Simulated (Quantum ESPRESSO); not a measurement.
A calculation with Quantum ESPRESSO 7.5 of Ni (native input, structure typed inline):

pw.in

```
&CONTROL
  calculation = 'scf'
  prefix = 'pwscf'
  outdir = './tmp'
  pseudo_dir = './pseudo'
  tprnfor = .true.
  tstress = .true.
  disk_io = 'low'
/
&SYSTEM
  ibrav = 0
  celldm(1) = 8
  nat = 2
  ntyp = 1
  ecutwfc = 45
  ecutrho = 360
  nbnd = 29
  occupations = 'smearing'
  smearing = 'fd'
  degauss = 0.00367493
  nspin = 2
  starting_magnetization(1) = 0.0556
/
&ELECTRONS
  conv_thr = 4d-10
  electron_maxstep = 120
  mixing_beta = 0.3
/
ATOMIC_SPECIES
Ni    58.6934 ni_pbesol_v1.4.uspp.F.UPF
CELL_PARAMETERS alat
  0.5782616029568   0.0000000000000   0.0000000000000
 -0.2891308014784   0.5007892382077   0.0000000000000
  0.0000000000000   0.0000000000000   0.9620613582003
ATOMIC_POSITIONS crystal
Ni     0.6666666667    0.3333333333    0.7500000000
Ni     0.3333333333    0.6666666667    0.2500000000
K_POINTS automatic
12 12 7 0 0 0
```

Contents of pp_density.in:

```
&INPUTPP
  prefix = 'pwscf'
  outdir = './tmp'
  filplot = 'density.dat'
  plot_num = 0
/
&PLOT
  nfile = 1
  filepp(1) = 'density.dat'
  iflag = 3
  output_format = 6
  fileout = 'density.cube'
/
```

Contents of pp_potential.in:

```
&INPUTPP
  prefix = 'pwscf'
  outdir = './tmp'
  filplot = 'potential.dat'
  plot_num = 11
/
&PLOT
  nfile = 1
  filepp(1) = 'potential.dat'
  iflag = 3
  output_format = 6
  fileout = 'potential.cube'
/
```

File pp_spin.in:

```
&INPUTPP
  prefix = 'pwscf'
  outdir = './tmp'
  filplot = 'spin.dat'
  plot_num = 6
/
&PLOT
  nfile = 1
  filepp(1) = 'spin.dat'
  iflag = 3
  output_format = 6
  fileout = 'spin.cube'
/
```

Potentials or basis: GBRV 1.5 PBEsol.

Command:

```bash
$ OMP_NUM_THREADS=1 mpirun -n 2 pw.x -nk 2 -in pw.in > pw.out
$ OMP_NUM_THREADS=1 mpirun -n 1 pp.x -in pp_density.in > pp_density.out
$ OMP_NUM_THREADS=1 mpirun -n 1 pp.x -in pp_potential.in > pp_potential.out
$ OMP_NUM_THREADS=1 mpirun -n 1 pp.x -in pp_spin.in > pp_spin.out
```

This isn't the form of Ni at room conditions, which is fcc.

Write the same calculation in another form: ASE script, structure typed inline.

As run:

run.py

```python
import numpy as np
from ase.calculators.espresso import Espresso, EspressoProfile
from ase import Atoms

atoms = Atoms(['Ni', 'Ni'],
              cell=[[2.4480228978, 0.0, 0.0], [-1.2240114489, 2.1200500186, 0.0], [0.0, 0.0, 4.07280757]],
              scaled_positions=[[0.6666666667, 0.3333333333, 0.75], [0.3333333333, 0.6666666667, 0.25]],
              pbc=True)
atoms.set_initial_magnetic_moments([1.0, 1.0])

input_data = {
    'control': {'calculation': 'scf', 'prefix': 'pwscf', 'outdir': './tmp', 'tprnfor': True, 'tstress': True, 'disk_io': 'nowf'},
    'system': {'ecutwfc': 45.0, 'ecutrho': 360.0, 'nbnd': 29, 'occupations': 'smearing', 'smearing': 'fd', 'degauss': 0.00367493, 'nspin': 2},
    'electrons': {'conv_thr': 4e-10, 'electron_maxstep': 120, 'mixing_beta': 0.3},
}
pseudopotentials = {'Ni': 'ni_pbesol_v1.4.uspp.F.UPF'}
profile = EspressoProfile(command='mpirun -n 2 pw.x -nk 2', pseudo_dir='pseudo')
dft = Espresso(profile=profile, input_data=input_data, pseudopotentials=pseudopotentials, kpts=(12, 12, 7), koffset=(0, 0, 0))
atoms.calc = dft

print(f'energy {atoms.get_potential_energy():.8f} eV')
print('forces (eV/A)')
print(np.round(atoms.get_forces(), 6))
print('stress (eV/A^3, Voigt)')
print(np.round(atoms.get_stress(), 8))
print(f'Fermi level {dft.get_fermi_level():.4f} eV')
```

Potentials or basis: GBRV 1.5 PBEsol.

Run with:

```console
$ OMP_NUM_THREADS=1 python run.py
```

Both were run:

|  | native input, structure typed inline | ASE script, structure typed inline |
| --- | --- | --- |
| Pressure | -3.1 GPa | -3.1 GPa |
| Band gap on the k mesh | none (metal or under the smearing width) | none (metal or under the smearing width) |
| Net moment | 1.35 μB per cell | 1.35 μB per cell |
| Absolute moment | 1.53 μB per cell | 1.53 μB per cell |
| Site moments | Ni +0.72 μB | Ni +0.72 μB |
| Valence electrons inside the program's atomic spheres | Ni 16.64 | Ni 16.64 |

Keys that steer only the numerical path or the files written may differ.
